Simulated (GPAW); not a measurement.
# Ti (P6_3/mmc) in GPAW: equation of state

Aim: energy against volume of Ti in PBEsol, for its equilibrium volume and stiffness.

Everything below comes from runs of GPAW 26.7.0. Logs are shortened: lines on timing, memory, paths and dates and some standing lists are left out, and cuts for length are marked. The log counts tension as positive stress, the text compression.

### 1 The crystal as given

It takes space group P6_3/mmc (No. 194, hexagonal). The conventional cell has a = 2.950 Å, b = 2.950 Å, c = 4.680 Å, α = 90.00°, β = 90.00°, γ = 120.00°. Ti (site symmetry -6m2) is surrounded by 12 Ti at 2.89 to 2.95 Å.

### 2 Equation of state, PBEsol

File run.py:

```python
from ase import Atoms
from ase.eos import EquationOfState
from ase.io import Trajectory
from ase.units import GPa
from gpaw import GPAW, PW, setup_paths

setup_paths.insert(0, '.')

atoms = Atoms(['Ti', 'Ti'],
              cell=[[2.95, 0.0, 0.0],
                    [-1.475, 2.5547749412, 0.0],
                    [0.0, 0.0, 4.68]],
              scaled_positions=[[0.6666666667, 0.3333333333, 0.75],
                                [0.3333333333, 0.6666666667, 0.25]],
              pbc=True)

traj = Trajectory('eos.traj', 'w')
volumes, energies = [], []
for x in [0.94, 0.96, 0.98, 1.0, 1.02, 1.04, 1.06]:
    a = atoms.copy()
    a.set_cell(atoms.cell * x**(1 / 3), scale_atoms=True)
    calc = GPAW(mode=PW(600),
                xc='PBEsol',
                kpts={'size': (10, 10, 6), 'gamma': True},
                occupations={'name': 'fermi-dirac', 'width': 0.05},
                nbands=24,
                convergence={'density': 1e-05, 'energy': 1e-05},
                maxiter=150,
                txt=f'eos-{x:.2f}.txt')
    a.calc = calc
    energies.append(a.get_potential_energy(force_consistent=True))
    volumes.append(a.get_volume())
    p = -a.get_stress()[:3].mean() / GPa
    calc.write(f'eos-{x:.2f}.gpw')
    traj.write(a)
    print(f'{x:.2f} {volumes[-1]:10.4f} A^3 {energies[-1]:14.6f} eV {p:9.3f} GPa', flush=True)

v0, e0, B = EquationOfState(volumes, energies, eos='birchmurnaghan').fit()
print(f'V0 = {v0:.4f} A^3, E0 = {e0:.6f} eV, B0 = {B / GPa:.2f} GPa')
```

Potentials or basis: PAW data sets generated in the run's folder for this functional, pw.

Started as:

```console
gpaw-setup -f PBEsol Ti
OMP_NUM_THREADS=1 python run.py
```

Output:

```text
__  _  _
 | _ |_)|_||  |
 |__||  | ||/\| - 26.7.0

Input parameters:
  mode=PW(ecut=600.0),
  convergence={'density': 1e-05, 'energy': 1e-05},
  kpts=MonkhorstPack(size=(10, 10, 6), gamma=True),
  maxiter=150,
  nbands=24,
  occupations=Occupations(name='fermi-dirac', width=0.05),
  xc=XC(name='PBEsol')

Diagonalizing LCAO Hamiltonian
Converting LCAO to pw mode

          Ti

        Ti

Atoms  # Å, Bohr magnetons
|   | symbol |         x |        y |        z |    initial magnetic moments |
|---|--------|-----------|----------|----------|-----------------------------|
| 0 |     Ti |  1.455065 | 0.840082 | 3.462562 | ( 0.0000,  0.0000,  0.0000) |
| 1 |     Ti | -0.000000 | 1.680164 | 1.154187 | ( 0.0000,  0.0000,  0.0000) |

Unit cell  # Å
| periodic |         x |        y |        z |  lengths |     angles |
|----------|-----------|----------|----------|----------|------------|
|      yes |  2.910130 | 0.000000 | 0.000000 | 2.910130 |  90.000000 |
|      yes | -1.455065 | 2.520247 | 0.000000 | 2.910130 |  90.000000 |
|      yes |  0.000000 | 0.000000 | 4.616749 | 4.616749 | 120.000000 |

Number of symmetries: 12
Symmetry operations  # r_c * U_cc + t_c -> r_c
|    | kind |            matrix            |
|----|------|------------------------------|
|  0 |  σ   |  1, 1, 0,  0,-1, 0,  0, 0, 1 |
|  1 |  S6  |  1, 1, 0, -1, 0, 0,  0, 0,-1 |
|  2 |  E   |  1, 0, 0,  0, 1, 0,  0, 0, 1 |
|  3 |  C2  |  1, 0, 0, -1,-1, 0,  0, 0,-1 |
|  4 |  C2  |  0, 1, 0,  1, 0, 0,  0, 0,-1 |
|  5 |  C3  |  0, 1, 0, -1,-1, 0,  0, 0, 1 |
|  6 |  S6  |  0,-1, 0,  1, 1, 0,  0, 0,-1 |
|  7 |  σ   |  0,-1, 0, -1, 0, 0,  0, 0, 1 |
|  8 |  σ   | -1, 0, 0,  1, 1, 0,  0, 0, 1 |
|  9 |  i   | -1, 0, 0,  0,-1, 0,  0, 0,-1 |
| 10 |  C3  | -1,-1, 0,  1, 0, 0,  0, 0, 1 |
| 11 |  C2  | -1,-1, 0,  0, 1, 0,  0, 0,-1 |

BZ-sampling:
  Number of BZ points: 600
  Number of IBZ points: 72

  Monkhorst-Pack size: [10, 10, 6]
  Monkhorst-Pack shift: [0.05, 0.05, 0.08333333333333333]

K-points  # in reciprocal-cell coordinates
|     |                                coordinates |     weight |
|-----|--------------------------------------------|------------|
|   0 | (  0.00000000,   0.00000000,   0.00000000) | 0.00166667 |
|   1 | (  0.00000000,   0.00000000,   0.16666667) | 0.00333333 |
|   2 | (  0.00000000,   0.00000000,   0.33333333) | 0.00333333 |
|   3 | (  0.00000000,   0.00000000,   0.50000000) | 0.00166667 |
|   4 | (  0.10000000,   0.00000000,  -0.33333333) | 0.01000000 |
|   5 | (  0.10000000,   0.00000000,  -0.16666667) | 0.01000000 |
|   6 | (  0.10000000,   0.00000000,   0.00000000) | 0.01000000 |
|   7 | (  0.10000000,   0.00000000,   0.16666667) | 0.01000000 |
|   8 | (  0.10000000,   0.00000000,   0.33333333) | 0.01000000 |
|   9 | (  0.10000000,   0.00000000,   0.50000000) | 0.01000000 |
| ... |                                            |            |
|  71 | (  0.50000000,   0.50000000,   0.50000000) | 0.00500000 |

Plane wave coefficients: 1146
Cutoff: 600.0 eV

Spin-components: 1 (collinear spins)
Bands:           24
Projectors:      12
Spin-degeneracy: 2
Datatype:        complex128

Parallelization:
  kpt:    1
  domain: 1
  band:   1

Density:
  Valence electrons: 24.0
  Components: 1
  Grid points: [18 18 27]
  Charge: 0.0  # |e|

Potential:
  Grid points: [18 18 27]

species:
  Ti:
    name:    Titanium
    Z:       22.0
    valence: 12
    core:    10
    charge:  0.0  # [|e|]
    compensation charges:
      type: gauss
      rc: 0.38  # [Å]
      lmax: 2
    cutoffs:
      filter: 2.23  # [Å]
      core: 1.02  # [Å]
    projectors
    | kind |    occ | energy [eV] | rcut [Å] |
    |------|--------|-------------|----------|
    |   3s |  2.000 |     -62.441 |    1.270 |
    |   4s |  2.000 |      -4.477 |    1.270 |
    |   3p |  6.000 |     -38.776 |    1.058 |
    |   4p |  0.000 |      -1.449 |    1.058 |
    |   3d |  2.000 |      -4.275 |    1.058 |
    |    d |        |      22.937 |    1.058 |

    Using partial waves for Ti as LCAO basis

Reference energy: -46395.495296  # eV

eigensolver:
  PPCG
  Converge bands: occupied
  niter=2

density mixing:
  MSR1-Mixer
  Pratt-step length: 0.05
  Maximum mixing coefficient: 0.75
  Old densities: 10
  SVD Regularization: 0.005
  Good broyden scale: 1.0
  Trust region scale: 1.0
  Backstep threshold: 4.0
  History deletion threshold: 6.0
  Fourier metric: weight=20.0, sigma=0.015

occupation numbers:
  Fermi-Dirac:
    width: 0.0500  # eV

poisson solver:
  ecut: 4800.0  # eV

xc functional:
  name: PBEsol with 2 nearest neighbor stencil

convergence criteria:
- Maximum integral of absolute [dens]ity change: 1e-05 electrons / valence electron
- Maximum [total energy] change in last 3 cyles: 1e-05 eV / valence electron
- Maximum integral of absolute [eigenst]ate change: 4e-08 eV^2 / valence electron
maximum number of iterations: 150

SCF iterations
|iter     | |      energy | eigst |  dens |
|---------|-|-------------|-------|-------|
|iter:   1| |  -14.855328 | -0.11 |       |
|iter:   2| |  -14.737638 | -2.53 | -1.22 |
|iter:   3| |  -14.337347 | -1.34 | -1.26 |
|iter:   4| |  -14.341154 | -3.44 | -1.97 |
|iter:   5| |  -14.343043 | -3.68 | -2.31 |
|iter:   6| |  -14.343092 | -5.68 | -3.38 |
|iter:   7| |  -14.343101c| -6.22 | -3.81 |
|iter:   8| |  -14.343101c| -7.27 | -4.31 |
|iter:   9| |  -14.343101c| -8.38c| -4.80 |
|iter:  10| |  -14.343101c| -8.91c| -5.60c|

Converged in 10 steps
Energy contributions relative to reference atoms: (reference = -46395.495296)

Energy contributions:
  Kinetic:          10.980869
  Coulomb:         -10.495062
  Zero:              0.044621
  External:          0.000000
  Xc:              -14.863749
  Entropy:          -0.019561
  Spinorbit:         0.000000
  ----------------------------
  Free energy:     -14.352882
  Extrapolated:    -14.343101

dipole moment: (0.000000, 0.000000, 0.000000)  # |e|*Ang

Fermi level: 8.682
Eigenvalues  # (at kpt = [0.000, 0.000, 0.000])
| band index |      eig [eV] | occ [0-2] |
|------------|---------------|-----------|
|          0 |       -47.854 |     2.000 |
|        ... |               |           |
|          2 |       -24.605 |     2.000 |
|          3 |       -23.896 |     2.000 |
|          4 |       -23.896 |     2.000 |
|          5 |       -23.825 |     2.000 |
|          6 |       -23.786 |     2.000 |
|          7 |       -23.786 |     2.000 |
[... 8 lines left out ...]
|         16 |        10.373 |     0.000 |
|         17 |        10.373 |     0.000 |
|        ... |               |           |
|         23 |        26.270 |     0.000 |

No gap
No difference between direct/indirect transitions

Stress tensor  # eV/Ang^3
|         x |         y |         z |
|-----------|-----------|-----------|
|  0.010176 | -0.000000 |  0.000000 |
| -0.000000 |  0.010176 | -0.000000 |
|  0.000000 | -0.000000 |  0.013974 |

# Writing to eos-0.96.gpw (mode='')
```

It took 2.6 min on 1 thread of Intel Xeon 6975P-C (Granite Rapids), shared host; peak memory 0.36 GiB.

Results:

```yaml
Equilibrium_volume: 16.80 Å³/atom
Bulk_modulus_at_fixed_shape_and_positions: 118 GPa
Pressure_derivative_of_the_bulk_modulus: 3.4
```

Energy against volume, from the lowest point:
```csv
volume (Å³/atom),energy (meV/atom)
16.577,0.72
16.930,0.00
17.283,4.55
17.636,13.93
17.988,27.70
18.341,45.40
18.694,66.86
```

Caveat: the cell was scaled at fixed shape and fractional positions, which overstates the stiffness of a crystal with free parameters, most of all of layers and chains.
